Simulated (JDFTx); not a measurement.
Crystal: Y.

```
Y
1.0
     3.64740    0.00000    0.00000
    -1.82370    3.15874    0.00000
     0.00000    0.00000    5.73060
Y
2
Direct
  0.66667 0.33333 0.75000
  0.33333 0.66667 0.25000
```

```yaml
Program: JDFTx 1.7.0 (patched build)
Task: single point
Functional: PBE
Potentials_or_basis: PseudoDojo-SR-PBE-0.5-standard with smoothed tails
Cutoff: 980 eV
Density_cutoff: 7837 eV
k_mesh: 8 × 8 × 5
Occupations: fermi-dirac, width 0.05 eV
Spin: no spin polarisation
```

On this cell: pressure -0.1 GPa; largest force under 0.003 eV/Å; band gap on the k mesh none (metal or under the smearing width).

The same run follows on a disturbed copy (atoms moved at random, drawn with an rms of 0.05 Å):

```
Y
1.0
     3.64740    0.00000    0.00000
    -1.82370    3.15874    0.00000
     0.00000    0.00000    5.73060
Y
2
Direct
  0.67008 0.32178 0.75123
  0.33051 0.67413 0.25563
```

Q: What does the disturbed cell give?

A: The energy (extrapolated to zero smearing) moves by +2.3 meV/atom; pressure -0.1 GPa; largest force 0.123 eV/Å; band gap on the k mesh none (metal or under the smearing width).

Forces in eV/Å, atoms in the order of the input:
```
Y   -0.060  0.066  0.084
Y    0.060 -0.066 -0.084
```

Stress tensor (GPa, compression positive):
```
-0.20  0.18 -0.02
 0.18  0.17  0.02
-0.02  0.02 -0.35
```

Caveats: the empty levels aren't tightly converged.
